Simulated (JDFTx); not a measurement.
CdSe under changes of volume

One of the cells (28.942 Å³/atom); the others are scaled copies at fixed shape and fractional positions:

```
Cd Se
1.0
     0.00000    3.07027    3.07027
     3.07027    0.00000    3.07027
     3.07027    3.07027    0.00000
Cd Se
1 1
Direct
  0.00000 0.00000 0.00000
  0.25000 0.25000 0.25000
```

Measurements of this composition are mostly on another form, of space group No. 186.

```yaml
Program: JDFTx 1.7.0 (patched build)
Functional: PBEsol
Potentials_or_basis: PseudoDojo-SR-PBEsol-0.4.1-standard with smoothed tails
Cutoff: 1388 eV
Density_cutoff: 11102 eV
k_mesh: 8 × 8 × 8
Occupations: fermi-dirac, width 0.05 eV
Spin: no spin polarisation
```

```csv
volume (Å³/atom),energy over the lowest point (meV/atom),pressure (GPa),gap on the mesh (eV)
27.206,5.06,1.9,0.55
27.784,0.45,0.6,0.50
28.363,0.00,-0.4,0.46
28.942,?,?,?
29.521,9.78,-2.3,0.39
30.100,19.26,-3.0,0.35
30.679,31.32,-3.7,0.31
```

Q: What does the run at 28.942 Å³/atom give?

A: Energy over the lowest point 3.24 meV/atom; pressure -1.4 GPa; gap on the mesh 0.43 eV.

Worked out: A Birch-Murnaghan fit of order 3 (a polynomial in V^(-2/3)) to the other rows has its minimum at 28.14 Å³/atom with B0 = V·E''(V) = 52 GPa and B' = 4.7. It gives 3.25 meV/atom at 28.942 Å³/atom, against the run's 3.24, and -dE/dV = -1.4 GPa, against -1.4. A straight line through the other rows of the gap, of slope -1.94 eV per unit of ln V (its deformation potential), gives 0.42 eV, against the run's 0.43.

Energies are extrapolated to zero smearing.

Spin-orbit coupling on Cd, Se is left out.
